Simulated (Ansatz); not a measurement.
BaTiO3:

```
CELL_PARAMETERS angstrom
2.82737 1.63238 2.31839
-2.82737 1.63238 2.31839
0.00000 -3.26476 2.31839
ATOMIC_POSITIONS crystal
Ba 0.00000 0.00000 0.00000
Ti 0.48450 0.48450 0.48450
O 0.50860 0.01750 0.50860
O 0.01750 0.50860 0.50860
O 0.50860 0.50860 0.01750
```

```yaml
Program: Ansatz 0.2.0
Task: relaxation of cell and atoms
Functional: RPBE
Dispersion: D3(BJ)
Potentials_or_basis: Ansatz PAW
Cutoff: "420 eV (not typed: the program's choice for these potentials)"
k_mesh: 7 × 7 × 7
Occupations: fermi-dirac, width 0.05 eV
Spin: no spin polarisation
```

At the start: volume 12.84 Å³/atom.

Q: Where does the relaxation end?

A: It ends after 9 steps and the volume is 11.50 Å³/atom (-10.4 %); space group Pm-3m (No. 221, to 0.05 Å).

The path:
```
step  energy change (eV)  largest force (eV/Å)  volume (Å³)
   1              0.0000                0.2258        64.20
   2             -0.3522                1.0552        56.64
   3             -0.3917                0.8597        58.21
   4             -0.4439                0.0146        57.62
   5             -0.4499                0.0004        57.59
   6             -0.4499                0.0002        57.60
   7             -0.4383                0.0002        57.60
   8             -0.4387                0.0001        57.50
   9             -0.4386                0.0001        57.50
```

Final structure:
```
Ba Ti O
1.0
     2.72925    1.57573    2.22842
    -2.72925    1.57573    2.22842
     0.00000   -3.15146    2.22842
Ba Ti O
1 1 3
Direct
  0.00384 0.00384 0.00384
  0.50384 0.50384 0.50384
  0.50384 0.00384 0.50384
  0.00384 0.50384 0.50384
  0.50384 0.50384 0.00384
```

Caveat: the plane-wave basis is chosen anew once the cell has moved, so the energies of steps on either side of that aren't comparable; the pressure holds a Pulay correction of +0.5 GPa for the finite cutoff; the volume moved by -10 % from the deposited cell, more than functionals usually miss; the PAW data sets come from PBE, with cores solved anew for the run's functional, which leaves a small shift of forces and pressure.
